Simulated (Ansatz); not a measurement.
Bicrystals of relaxed bulk Au (Fm-3m, 17.97 Å³/atom, gap on the mesh 0.00 eV): one grain is mirrored in the boundary plane and shifted (fractions of the plane's cell), where said the two species change places in it, close atoms are joined, tilt boundaries are opened by 0.15 Å, then atoms and the cell's height are relaxed. Energies are the mean of the cell's two boundaries over the bulk on a matched mesh; other shifts may lie lower.

These are results of DFT PBE, scalar-relativistic, plane waves, PAW (Ansatz 0.2.0), not measurements.

Plane waves to 420 eV, a k mesh through Γ of 15×15×2 on the computed 12-atom cell and Gaussian smearing (0.10 eV); no spin polarisation.

Start (Σ3 (111), mirror on a plane, shift [0, 0]):

```
CELL_PARAMETERS angstrom
2.94023 0.00000 0.00000
-1.47012 2.54631 0.00000
0.00000 0.00000 28.80825
ATOMIC_POSITIONS crystal
Au 0.00000 0.00000 0.00000
Au 0.33333 0.66667 0.08333
Au 0.66667 0.33333 0.16667
Au 0.00000 0.00000 0.25000
Au 0.33333 0.66667 0.33333
Au 0.66667 0.33333 0.41667
Au 0.33333 0.66667 0.91667
Au 0.66667 0.33333 0.83333
Au 0.00000 0.00000 0.75000
Au 0.33333 0.66667 0.66667
Au 0.66667 0.33333 0.58333
Au 0.00000 0.00000 0.50000
```

Problem. Give the relaxed structure and its energy.

Solution. The free energy falls by 0 meV/atom.

```
boundary energy (mJ/m²) : 18
excess width (Å)        : 0.09
gap on the mesh (eV)    : 0
```

Relaxed structure:
```yaml
crystal:
  lattice:
    - [2.94023, 0.00000, 0.00000]
    - [-1.47012, 2.54631, 0.00000]
    - [0.00000, 0.00000, 28.98068]
  atoms:
    - { symbol: Au, position: [0.00000, 0.00000, 0.00000] }
    - { symbol: Au, position: [0.33333, 0.66667, 0.08353] }
    - { symbol: Au, position: [0.66667, 0.33333, 0.16672] }
    - { symbol: Au, position: [0.00000, 0.00000, 0.25000] }
    - { symbol: Au, position: [0.33333, 0.66667, 0.33328] }
    - { symbol: Au, position: [0.66667, 0.33333, 0.41647] }
    - { symbol: Au, position: [0.33333, 0.66667, 0.91647] }
    - { symbol: Au, position: [0.66667, 0.33333, 0.83328] }
    - { symbol: Au, position: [0.00000, 0.00000, 0.75000] }
    - { symbol: Au, position: [0.33333, 0.66667, 0.66672] }
    - { symbol: Au, position: [0.66667, 0.33333, 0.58353] }
    - { symbol: Au, position: [0.00000, 0.00000, 0.50000] }
```

Spin-orbit coupling is left out, which matters for the bands of heavy elements.

Small energy differences in metals hang on the k mesh (about 10 mJ/m² or 1 to 2 meV/atom on the mesh of the relaxation).

It took 3.4 min on 2 threads of Intel(R) Xeon(R) Platinum 8259CL CPU @ 2.50GHz (Skylake/Cascade Lake), with other jobs on the host, peak memory 1.4 GiB.